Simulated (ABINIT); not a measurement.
A calculation with ABINIT 10.8.3 (patched build) of CoO (ASE script, structure from a POSCAR):

The input run.py:

```python
import json, os
import numpy as np
from ase.units import GPa
from ase.calculators.abinit import Abinit, AbinitProfile
from ase.io import read

atoms = read('POSCAR')
atoms.set_initial_magnetic_moments([2.0, 0.0])

profile = AbinitProfile(command='abinit', pp_paths=[os.path.abspath('pseudos')])
params = dict(
    pps='pawxml', xc='PBE',
    ecut=707.496,
    pawecutdg=1306.1465,
    kptopt=1,
    ngkpt=[10, 10, 10],
    nshiftk=1,
    shiftk=[0.0, 0.0, 0.0],
    ixc=11,
    nband=16,
    occopt=3,
    tsmear=0.05,
    nstep=100,
    tolvrs=1e-09,
    prtwf=0,
    prtden=0,
)

atoms.calc = Abinit(profile=profile, directory='run', **params)
energy = atoms.get_potential_energy()
forces = atoms.get_forces()
stress = atoms.get_stress()
print(f'energy {energy:.6f} eV')
print('forces (eV/A)')
print(np.round(forces, 5))
print('stress (GPa, Voigt, tension positive)', np.round(stress / GPa, 4))
json.dump(dict(energy=energy, forces=forces.tolist(), stress=stress.tolist(), cell=atoms.cell.tolist(), frac=atoms.get_scaled_positions(wrap=False).tolist()), open('results.json', 'w'))
```

File POSCAR:

```
CoO
1.0
    1.6022198417      0.9250420569      2.5664708903
   -1.6022198417      0.9250420569      2.5664708903
    0.0000000000     -1.8500841138      2.5664708903
Co O
1 1
Direct
    0.9989783200      0.9989783200      0.9989783200
    0.7510210300      0.7510210300      0.7510210300
```

Potentials or basis: JTH PAW PBE v2.0.

The run is started by

```bash
$ python run.py
```

Measurements of this composition are mostly on another form, of space group No. 225.

**Question.** Write the same calculation in another form: native input, structure from a POSCAR.

**Answer.** As run:

File run.abi:

```
pp_dirpath "./"
pseudos "Co.GGA_PBE-JTH.xml, O.GGA_PBE-JTH.xml"

structure "poscar:POSCAR"
natom 2

ecut 26.0
pawecutdg 48.0

kptopt 1
ngkpt 10 10 10
nshiftk 1
shiftk 0.0 0.0 0.0

ixc 11

nband 16
occopt 3
tsmear 0.05 eV

nsppol 2
spinat
     0.0000000000     0.0000000000     2.0000000000
     0.0000000000     0.0000000000     0.0000000000

nstep 100
tolvrs 1.0e-9

iomode 3
prtwf 0
prtden 0
prteig 0
prtebands 0
```

POSCAR

```
CoO
1.0
    1.6022198417      0.9250420569      2.5664708903
   -1.6022198417      0.9250420569      2.5664708903
    0.0000000000     -1.8500841138      2.5664708903
Co O
1 1
Direct
    0.9989783200      0.9989783200      0.9989783200  Co
    0.7510210300      0.7510210300      0.7510210300  O
```

Potentials or basis: JTH PAW PBE v2.0.

Launch:

```console
$ abinit run.abi > log 2>&1
```

Both were run:

|  | ASE script, structure from a POSCAR | native input, structure from a POSCAR |
| --- | --- | --- |
| Pressure | -0.5 GPa | -0.5 GPa |
| Largest force | 0.267 eV/Å | 0.267 eV/Å |
| Band gap on the k mesh | none (metal or under the smearing width) | none (metal or under the smearing width) |
| Net moment | 2.75 μB per cell | 2.75 μB per cell |
| Site moments | Co +2.37; O +0.28 μB | Co +2.37; O +0.28 μB |
| Valence electrons inside the program's atomic spheres | Co 15.39; O 4.55 | Co 15.39; O 4.55 |

Keys that steer only the numerical path or the files written may differ.

Caveat: a cell with one magnetic atom can't hold antiferromagnetic order, which such compounds often take; semilocal functionals often make such compounds metallic where correlation or magnetic order opens a gap, which also shifts bond lengths.
